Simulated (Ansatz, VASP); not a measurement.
# BaZrO3 in two plane-wave programs, part 2 of 2

Aim: how closely do two programs agree when they are given the same cell, functional and k mesh? The cell is a member of a volume series, scaled by 0.985 from a relaxed one, so a pressure remains.

VASP 6.6.1 and Ansatz 0.2.0.

So far. Step 3 (Ansatz: single point, LDA, volume scaled by 0.985): The run ends at a pressure of 1.23 GPa.

**6. VASP: single point, LDA, volume scaled by 0.97**

Level of this step: LDA; plane waves and PAW (Ba_sv, Zr_sv, O) (VASP).

A single point gives forces, pressure and levels at one fixed geometry, so differences don't come from the geometry; what else differs is listed under the comparison. The cell compared in this pair holds 69.77 Å³, against 70.84 Å³ for the pair before.

The input asks for a relaxation, which ended at its first step since no free force or stress exceeded the threshold; so it serves as a single point.

INCAR

```
SYSTEM = BaZrO3
PREC = Accurate
ENCUT = 560
EDIFF = 1E-07
NELM = 100
ISMEAR = 0
SIGMA = 0.03
LREAL = .FALSE.
ALGO = Normal
GGA = CA
NBANDS = 26
LASPH = .TRUE.
LORBIT = 11
LWAVE = .FALSE.
LCHARG = .FALSE.
KPAR = 8
IBRION = 2
NSW = 50
ISIF = 4
EDIFFG = -0.002
```

POSCAR

```
BaZrO3
1.0
    4.1166843918      0.0000000000      0.0000000000
    0.0000000000      4.1166843918      0.0000000000
    0.0000000000      0.0000000000      4.1166843918
Ba Zr O
1 1 3
Direct
    0.0000000000      0.0000000000      0.0000000000
    0.5000000000      0.5000000000      0.5000000000
    0.5000000000      0.5000000000      0.0000000000
    0.5000000000      0.0000000000      0.5000000000
    0.0000000000      0.5000000000      0.5000000000
```

KPOINTS

```
Automatic mesh
0
Gamma
6 6 6
0 0 0
```

Potentials, in the order of the species: Ba_sv, Zr_sv and O (LDA family, release 64).

Launch:

```bash
mpirun -np 8 vasp_std
```

Numbers of over 12 decimals in the logs are rounded to 6 here.

The program printed:

```text
[banner, memory and clock lines left out]
running    8 mpi-ranks, on    1 nodes
[...]
[... a notice as in an earlier step ...]

 LDA part: xc-table for (Slater(with rela. corr.)+CA(PZ))
 , standard interpolation
 POSCAR, INCAR and KPOINTS ok, starting setup
[...]
entering main loop
       N       E                     dE             d eps       ncg     rms          rms(c)
DAV:   1     0.330281537388E+03    0.33028E+03   -0.23385E+04  1040   0.162E+03
DAV:   2    -0.310863795465E+02   -0.36137E+03   -0.35079E+03  1286   0.388E+02
DAV:   3    -0.524722332017E+02   -0.21386E+02   -0.21334E+02  1688   0.892E+01
DAV:   4    -0.529647683193E+02   -0.49254E+00   -0.49205E+00  1440   0.113E+01
[...]
DAV:  12    -0.457033466070E+02    0.67441E-06   -0.10331E-04  1458   0.719E-02    0.283E-02
DAV:  13    -0.457033455082E+02    0.10988E-05   -0.63066E-06  1336   0.184E-02    0.313E-03
DAV:  14    -0.457033454842E+02    0.24028E-07   -0.66476E-07  1380   0.676E-03
   1 F= -.45703345E+02 E0= -.45703345E+02  d E =-.457033E+02
[...]
reached required accuracy - stopping structural energy minimisation
```

Parts of OUTCAR (step 6):

```text
  Total        2.4775307      2.4775307      2.4775307      0.0000000      0.0000000     -0.0000000
  in kB       56.8966786     56.8966786     56.8966786      0.0000000      0.0000000     -0.0000000
  external PRESSURE =      56.8966786 kB  Pullay stress =       0.0000000 kB

 POSITION                                       TOTAL-FORCE (eV/Angst)
 -----------------------------------------------------------------------------------
      0.00000      0.00000      0.00000         0.000000      0.000000      0.000000
      2.05834      2.05834      2.05834         0.000000      0.000000      0.000000
      2.05834      2.05834      0.00000         0.000000      0.000000      0.000000
      2.05834      0.00000      2.05834         0.000000      0.000000      0.000000
      0.00000      2.05834      2.05834         0.000000      0.000000      0.000000
 -----------------------------------------------------------------------------------
    total drift:                                0.000000     -0.000000     -0.000000

  FREE ENERGIE OF THE ION-ELECTRON SYSTEM (eV)
  ---------------------------------------------------
  free  energy   TOTEN  =       -45.7033454842 eV

  energy  without entropy=      -45.7033454842  energy(sigma->0) =      -45.70334548

[... 2 parts as in an earlier step ...]

[... 2 further parts left out ...]
[key lines of the parts left out:]
E-fermi :   4.1033
```

**7. Ansatz: single point, LDA, volume scaled by 0.97**

The same cell, functional (in two slightly different forms), mesh and smearing now go to Ansatz, which takes its cutoff from its data sets.

The cell is a member of a volume series, scaled by 0.97 from a relaxed one, so a pressure remains.

input.yaml

```yaml
crystal:
  lattice:
    - [4.11668439, 0.0, 0.0]
    - [0.0, 4.11668439, 0.0]
    - [0.0, 0.0, 4.11668439]
  atoms:
    - { symbol: Ba, position: [0.0, 0.0, 0.0] }
    - { symbol: Zr, position: [0.5, 0.5, 0.5] }
    - { symbol: O, position: [0.5, 0.5, 0.0] }
    - { symbol: O, position: [0.5, 0.0, 0.5] }
    - { symbol: O, position: [0.0, 0.5, 0.5] }
hamiltonian:
  xc: lda
  pseudopotentials: { kind: paw }
kpoints:
  mp_grid: { grid: [6, 6, 6] }
scf:
  occupations: { method: gaussian, width: 0.03 }
  n_extra_bands: 5
output:
  forces: true
  stress: true
  eigenvalues: true
```

Launch:

```bash
ansatz run input.yaml --threads 2 --pin off --max-ram 4608MiB --backend cpu --events-out ev --progress --plain --runs-dir out
```

The program printed:

```text
[...]
Crystal: 5 atoms, lattice volume = 69.766 Å³
Basis set: ecut = 420 eV, 1357 PW (Γ)
Bands: 25, of which v1, the nominal top of the filled ones, is band 20 counted from 1 (19 counted from 0)
Symmetry: 48 space group operations
[...]
k-points: 20 of 216
[...]
k-point 0: bands = [... 16 lower, 9.0729, 10.0572, 10.0572, 10.0572, 13.4175, 13.4175, 13.4175, 14.8708, ... 1 higher]
  k-point 1: bands = [... 16 lower, 8.8654, 9.3332, 9.9747, 9.9747, 13.5076, 14.0806, 14.0806, 15.3293, ... 1 higher]
  k-point 2: bands = [... 16 lower, 8.5059, 8.5737, 9.8788, 9.8788, 13.7106, 15.4180, 15.4180, 16.2825, ... 1 higher]
  k-point 19: bands = [... 16 lower, 7.6545, 10.1734, 10.1734, 10.1734, 16.4110, 16.4110, 16.4110, 17.6102, ... 1 higher]
[key lines of the parts left out:]
SCF converged after 6 iterations
Free energy (F): -11532.371551 eV
Fermi energy:    11.795438 eV
P = ⅓ Tr σ = 4.0961 GPa (40.961 kbar)
```

The job ended after 2.5 s (2 threads of Arm Neoverse N1, shared host; peak memory 0.34 GiB; 4.4 s of CPU time).

The run ends at a pressure of 4.10 GPa.

**8. Side by side**

The two programs side by side:

| quantity | Ansatz | VASP | difference |
| --- | --- | --- | --- |
| pressure (GPa) | 4.10 | 5.69 | -1.59 |
| pressure without Ansatz's Pulay correction (GPa) | 3.40 | 5.69 | -2.29 |
| gap on the k mesh (eV) | 3.244 | 3.175 | +0.069 |

A gap on the mesh is an upper bound, since the band edges may lie between its points. Ansatz's pressure holds a Pulay correction of 0.70 GPa; VASP's holds none.

**9. What the set-up changes**

Further runs change the set-up of one program: Ansatz's method, potentials or start, or VASP's data sets, cutoff or form of LDA. The table gives Ansatz less VASP for each quantity, since a change that brings one quantity closer may part another.

```csv
run,pressure (GPa),gap on the k mesh (eV),pressure without Ansatz's Pulay correction (GPa)
as above,-1.6,0.069,-2.3
cores kept as stored,-1.5,0.070,-2.1
Ansatz's all-electron LAPW method,-1.5,0.066,
Ansatz's larger PAW set (cutoff 900 eV),-1.5,0.067,-1.6
norm-conserving potentials (cutoff 1143 eV),-1.8,0.076,
```

**10. Ansatz: single point, r2SCAN, volume scaled by 0.985**

A single point gives forces, pressure and levels at one fixed geometry, so differences don't come from the geometry; what else differs is listed under the comparison. The cell compared in this pair holds 73.67 Å³, against 69.77 Å³ for the pair before.

The cell is a member of a volume series, scaled by 0.985 from a relaxed one, so a pressure remains.

input.yaml, the sections that differ from step 7:

```yaml
crystal:
  lattice:
    - [4.19208881, 0.0, 0.0]
    - [0.0, 4.19208881, 0.0]
    - [0.0, 0.0, 4.19208881]
  atoms:
    - { symbol: Ba, position: [0.0, 0.0, 0.0] }
    - { symbol: Zr, position: [0.5, 0.5, 0.5] }
    - { symbol: O, position: [0.5, 0.5, 0.0] }
    - { symbol: O, position: [0.5, 0.0, 0.5] }
    - { symbol: O, position: [0.0, 0.5, 0.5] }
hamiltonian:
  xc: r2scan
  pseudopotentials: { kind: paw }
# kpoints, scf, output: as in step 7
```

The program printed:

```text
[...]
Crystal: 5 atoms, lattice volume = 73.670 Å³
Basis set: ecut = 500 eV, 1863 PW (Γ), exchange–correlation on 128×128×128 points (64 copies of the dense FFT grid, shifted against one another)
Bands: 25, of which v1, the nominal top of the filled ones, is band 20 counted from 1 (19 counted from 0)
Symmetry: 48 space group operations
[...]
k-points: 20 of 216
[...]
k-point 0: bands = [... 16 lower, 8.4894, 9.2986, 9.2986, 9.2986, 13.2715, 13.2715, 13.2715, 14.7689, ... 1 higher]
  k-point 1: bands = [... 16 lower, 8.3164, 8.6666, 9.2120, 9.2120, 13.3530, 13.8598, 13.8598, 15.1849, ... 1 higher]
  k-point 2: bands = [... 16 lower, 8.0021, 8.0093, 9.0996, 9.0996, 13.5346, 15.0636, 15.0636, 16.0623, ... 1 higher]
  k-point 19: bands = [... 16 lower, 7.0036, 9.5151, 9.5151, 9.5151, 16.2141, 16.2141, 16.2141, 17.0609, ... 1 higher]
[key lines of the parts left out:]
SCF converged after 7 iterations
Free energy (F): -11875.420448 eV
Fermi energy:    11.393272 eV
P = ⅓ Tr σ = 1.5426 GPa (15.426 kbar)
```

Elapsed: 6.2 s, on 2 threads; peak memory 0.5 GiB; 12 s of CPU time.

The run ends at a pressure of 1.54 GPa.

**11. VASP: single point, r2SCAN, volume scaled by 0.985**

The same cell, functional, mesh and smearing now go to VASP, with its own data sets and cutoff.

The input asks for a relaxation, which ended at its first step since no free force or stress exceeded the threshold; so it serves as a single point.

INCAR

```
SYSTEM = BaZrO3
PREC = Accurate
ENCUT = 560
EDIFF = 1E-06
NELM = 100
ISMEAR = 0
SIGMA = 0.03
LREAL = .FALSE.
ALGO = Normal
METAGGA = R2SCAN
LASPH = .TRUE.
NBANDS = 26
LORBIT = 11
LWAVE = .FALSE.
LCHARG = .FALSE.
KPAR = 8
IBRION = 2
NSW = 30
ISIF = 4
EDIFFG = -0.01
```

Changes to POSCAR since step 6:

```diff
@@ -2,5 +2,5 @@
 1.0
-    4.1166843918      0.0000000000      0.0000000000
-    0.0000000000      4.1166843918      0.0000000000
-    0.0000000000      0.0000000000      4.1166843918
+    4.1920888062      0.0000000000      0.0000000000
+    0.0000000000      4.1920888062      0.0000000000
+    0.0000000000      0.0000000000      4.1920888062
 Ba Zr O
```

KPOINTS is that of step 6.

Potentials, in the order of the species: Ba_sv, Zr_sv and O (PBE family, release 64).

Launch:

```bash
mpirun -np 8 vasp_std
```

The program printed:

```text
[banner, memory and clock lines left out]
running    8 mpi-ranks, on    1 nodes
[...]
[... a notice as in an earlier step ...]

|                                                                             |
|               ----> ADVICE to this user running VASP <----                  |
|                                                                             |
|     You enforced a specific xc type in the INCAR file but a different       |
|     [... a line on the potential file left out ...]
|     I HOPE YOU KNOW WHAT YOU ARE DOING!                                     |
|                                                                             |

 LDA part: xc-table for (None), standard interpolation
 POSCAR, INCAR and KPOINTS ok, starting setup
[...]
entering main loop
       N       E                     dE             d eps       ncg     rms          rms(c)
DAV:   1     0.278910257449E+03    0.27891E+03   -0.23559E+04  1040   0.164E+03
DAV:   2    -0.842395160000E+02   -0.36315E+03   -0.35292E+03  1320   0.390E+02
DAV:   3    -0.106465306452E+03   -0.22226E+02   -0.22170E+02  1694   0.901E+01
DAV:   4    -0.107193751451E+03   -0.72844E+00   -0.72722E+00  1484   0.124E+01
[...]
DAV:  12    -0.850996348091E+02    0.38754E-03   -0.13690E-03  1152   0.223E-01    0.475E-02
DAV:  13    -0.850996082575E+02    0.26552E-04   -0.16412E-04  1366   0.702E-02    0.777E-03
DAV:  14    -0.850996090500E+02   -0.79246E-06   -0.82270E-06  1400   0.182E-02
   1 F= -.85099609E+02 E0= -.85099609E+02  d E =-.850996E+02
[...]
reached required accuracy - stopping structural energy minimisation
```

Parts of OUTCAR (step 11):

```text
  Total        1.1818416      1.1818416      1.1818416      0.0000000     -0.0000000      0.0000000
  in kB       25.7026824     25.7026824     25.7026824      0.0000000     -0.0000000      0.0000000
  external PRESSURE =      25.7026824 kB  Pullay stress =       0.0000000 kB

 POSITION                                       TOTAL-FORCE (eV/Angst)
 -----------------------------------------------------------------------------------
      0.00000      0.00000      0.00000         0.000000      0.000000      0.000000
      2.09604      2.09604      2.09604         0.000000      0.000000      0.000000
      2.09604      2.09604      0.00000         0.000000      0.000000      0.000000
      2.09604      0.00000      2.09604         0.000000      0.000000      0.000000
      0.00000      2.09604      2.09604         0.000000      0.000000      0.000000
 -----------------------------------------------------------------------------------
    total drift:                                0.000000     -0.000000     -0.000000

  FREE ENERGIE OF THE ION-ELECTRON SYSTEM (eV)
  ---------------------------------------------------
  free  energy   TOTEN  =       -85.0996090500 eV

  energy  without entropy=      -85.0996090500  energy(sigma->0) =      -85.09960905

[... 2 parts as in an earlier step ...]

[... 2 further parts left out ...]
[key lines of the parts left out:]
E-fermi :   3.7031
```

**12. Differences**

What differs besides the data sets and the points named for the pairs above, as far as they apply: VASP keeps PBE cores, Ansatz makes them for the functional; the cutoff is 500 eV in Ansatz and 560 eV in VASP. Total energies have different zeros and are not compared.

Compared:

```csv
quantity,Ansatz,VASP,difference
pressure (GPa),1.54,2.57,-1.03
pressure without Ansatz's Pulay correction (GPa),1.47,2.57,-1.10
gap on the k mesh (eV),3.756,3.703,+0.054
```

A gap on the mesh is an upper bound, since the band edges may lie between its points. Ansatz's pressure holds a Pulay correction of 0.07 GPa; VASP's holds none.

**13. Further runs**

Further runs change the set-up of one program: Ansatz's method, potentials or start, or VASP's data sets, cutoff or form of LDA. The table gives Ansatz less VASP for each quantity, since a change that brings one quantity closer may part another.

| run | pressure (GPa) | gap on the k mesh (eV) | pressure without Ansatz's Pulay correction (GPa) |
| --- | --- | --- | --- |
| as above | -1.0 | 0.054 | -1.1 |
| cores kept as stored | -1.1 | 0.054 | -1.1 |
| Ansatz's all-electron LAPW method | -1.1 | 0.049 |  |
| Ansatz's larger PAW set (cutoff 900 eV) | -1.1 | 0.049 |  |
| norm-conserving potentials (cutoff 1290 eV) | -1.1 | 0.050 |  |

**14. Results**

```
difference in pressure (single point, LDA, volume scaled by 0.985)             : -1.5 GPa
difference in gap on the k mesh (single point, LDA, volume scaled by 0.985)    : 0.066 eV
difference in pressure (single point, LDA, volume scaled by 0.97)              : -1.6 GPa
difference in gap on the k mesh (single point, LDA, volume scaled by 0.97)     : 0.069 eV
difference in pressure (single point, r2SCAN, volume scaled by 0.985)          : -1.0 GPa
difference in gap on the k mesh (single point, r2SCAN, volume scaled by 0.985) : 0.054 eV
```

**Reading.** The difference in pressure is -1.6 GPa (single point, LDA, volume scaled by 0.97), beyond the 1 GPa picked in this series as the mark of a large difference. Single point, LDA, volume scaled by 0.985, Ansatz's larger PAW set (cutoff 900 eV): the difference in pressure without Ansatz's Pulay correction goes from -2.2 to -1.5 GPa. Single point, LDA, volume scaled by 0.97, Ansatz's larger PAW set (cutoff 900 eV): the difference in pressure without Ansatz's Pulay correction goes from -2.3 to -1.6 GPa. For single point, r2SCAN, volume scaled by 0.985, no further run moves any of the tabulated differences by more than a quarter of its size. 6 further runs of this series are not shown here. Such differences can come from data sets, numerical settings and the points named under the comparisons, not from the functional's error against experiment.

[Lines on the potential files, build, host, timing and source positions are cut from VASP's logs without a mark.]

[Logs are printed without paths, hosts, clocks, repeated set-up lines and the standing remarks that a program may print on its own settings, such as how far it seeks lower states.]

[Hosts, paths, dates, database ids (printed as entryN), source tags and the programs' standing remarks are cut or masked in the printed files.]
